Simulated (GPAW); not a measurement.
The system is Sb.

```xyz
1
Lattice="-1.5765 1.5765 2.7119 1.5765 -1.5765 2.7119 1.5765 1.5765 -2.7119" Properties=species:S:1:pos:R:3 pbc="T T T"
Sb    0.0000    0.0000    0.0000
```

This isn't the form of Sb at room conditions, which is rhombohedral.

| Quantity | Value |
| --- | --- |
| Program | GPAW 26.7.0 |
| Task | relaxation of cell and atoms |
| Functional | PBEsol |
| Dispersion | D3(BJ)+ATM |
| Potentials or basis | PAW data sets generated in the run's folder for this functional |
| Cutoff | 600 eV |
| Basis | pw |
| k mesh | 9 × 9 × 9 |
| Occupations | fermi-dirac, width 0.05 eV |
| Spin | no spin polarisation |

At the start: pressure -4.3 GPa; volume 26.96 Å³/atom.

Question: How do energy, volume and symmetry change on relaxing?

Answer: Over 12 steps the energy falls by 25.3 meV/atom and the volume is 25.06 Å³/atom (-7.1 %); space group I4/mmm (No. 139, to 0.05 Å).

Step by step:
| step | energy change (eV) | largest force (eV/Å) | pressure (GPa) | volume (Å³) |
| --- | --- | --- | --- | --- |
| 1 | 0.0000 | 0.0000 | -4.29 | 26.96 |
| 2 | -0.0176 | 0.0000 | -2.42 | 26.14 |
| 3 | -0.0244 | 0.0000 | 0.24 | 25.19 |
| 4 | -0.0244 | 0.0000 | -0.03 | 25.27 |
| 5 | -0.0244 | 0.0000 | -0.06 | 25.27 |
| 6 | -0.0243 | 0.0000 | -0.16 | 25.24 |
| 7 | -0.0209 | 0.0000 | -0.06 | 24.96 |
| 8 | -0.0243 | 0.0000 | -0.11 | 25.20 |
| 9 | -0.0244 | 0.0000 | -0.09 | 25.16 |
| 10 | 0.0027 | 0.0000 | 1.86 | 24.37 |
| 11 | -0.0251 | 0.0000 | -0.11 | 25.10 |
| 12 | -0.0253 | 0.0000 | -0.08 | 25.06 |

Final structure:
```
Sb
1.0
    -1.55432    1.55432    2.59282
     1.55432   -1.55432    2.59282
     1.55432    1.55432   -2.59282
Sb
1
Cartesian
  0.0000 0.0000 0.0000
```

Caveat: later steps reuse the first step's grids; pairwise dispersion overbinds metals, which lowers pressure and volume.
